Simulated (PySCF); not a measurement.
Molecule: `InChI=1S/C5H5N/c1-2-4-6-5-3-1/h1-5H`.

Molfile (atoms numbered from 1):
```
C5H5N
     RDKit          3D

 11 11  0  0  0  0  0  0  0  0999 V2000
   -0.3999    1.1240    0.0235 C   0  0  0  0  0  0  0  0  0  0  0  0
   -1.1371    0.0936    0.6016 C   0  0  0  0  0  0  0  0  0  0  0  0
   -0.6228   -1.2022    0.5451 C   0  0  0  0  0  0  0  0  0  0  0  0
    0.5369   -1.5080   -0.0310 N   0  0  0  0  0  0  0  0  0  0  0  0
    1.2347   -0.5173   -0.5806 C   0  0  0  0  0  0  0  0  0  0  0  0
    0.8145    0.8131   -0.5830 C   0  0  0  0  0  0  0  0  0  0  0  0
   -0.7664    2.1535    0.0450 H   0  0  0  0  0  0  0  0  0  0  0  0
   -2.0952    0.2862    1.0892 H   0  0  0  0  0  0  0  0  0  0  0  0
   -1.1795   -2.0343    0.9922 H   0  0  0  0  0  0  0  0  0  0  0  0
    2.1857   -0.7939   -1.0510 H   0  0  0  0  0  0  0  0  0  0  0  0
    1.4291    1.5853   -1.0510 H   0  0  0  0  0  0  0  0  0  0  0  0
  1  2  2  0
  2  3  1  0
  3  4  2  0
  4  5  1  0
  5  6  2  0
  6  1  1  0
  1  7  1  0
  2  8  1  0
  3  9  1  0
  5 10  1  0
  6 11  1  0
M  END
```

Geometry PBE0-D3(BJ)/def2-SVP throughout; GIAO in PySCF, gas phase, one conformer, non-relativistic; equivalent atoms averaged; basis pcSseg-2.

Problem. How do the absolute shieldings σ depend on the functional? (ppm; last column core-seconds on shared hosts with different chips, so compare them loosely)

Solution. 
```tsv
functional	kind	C3/C5	C1	C2/C6	N4	H9/H10	H7	H8/H11	core-s
HF	Hartree–Fock	28.4	41.5	62.4	-104.2	22.76	23.65	24.36	24
LDA	LDA	15.9	33.2	44.0	-111.4	21.76	22.99	23.36	53
PBE	GGA	20.6	37.4	48.3	-101.4	22.28	23.49	23.89	72
BLYP	GGA	16.0	32.9	43.8	-107.9	22.58	23.79	24.19	84
BP86	GGA	21.0	37.7	48.7	-100.2	22.37	23.58	23.97	79
OPBE	GGA	30.8	47.1	58.0	-82.4	22.26	23.45	23.87	75
KT2	GGA	33.2	49.3	59.8	-78.0	22.56	23.69	24.12	57
KT3	GGA	33.2	49.1	59.8	-76.4	22.72	23.85	24.29	55
B97-D	GGA	24.9	41.3	52.4	-90.6	22.62	23.81	24.22	53
B3LYP	global hybrid	18.2	34.2	46.7	-109.4	22.56	23.69	24.11	54
PBE0	global hybrid	23.2	39.0	51.8	-103.1	22.32	23.43	23.86	48
mPW1PW91	global hybrid	22.5	38.3	51.1	-104.3	22.39	23.50	23.92	44
WP04	global hybrid	11.8	27.7	40.6	-112.8	23.00	24.15	24.53	33
B97-2	global hybrid	25.8	41.5	54.1	-95.6	22.50	23.62	24.05	30
BHandHLYP	global hybrid	21.4	36.3	51.4	-110.2	22.59	23.61	24.10	30
CAM-B3LYP	range-separated hybrid	18.1	33.5	47.3	-109.8	22.45	23.51	23.95	41
wB97X-D	range-separated hybrid	21.8	37.1	50.8	-105.0	22.43	23.51	23.94	56
LC-wPBE	range-separated hybrid	20.4	35.0	50.3	-103.2	22.31	23.31	23.77	55
```

Problem. Which nucleus moves most, in ppm?

Solution. N4 (pyridine-type ring nitrogen): from -112.8 ppm with WP04 to -76.4 ppm with KT3. The smallest spread is 1.16 ppm, at H7. Proton shifts span only some 12 ppm, so a few tenths of a ppm matter as much there as several ppm in carbon.
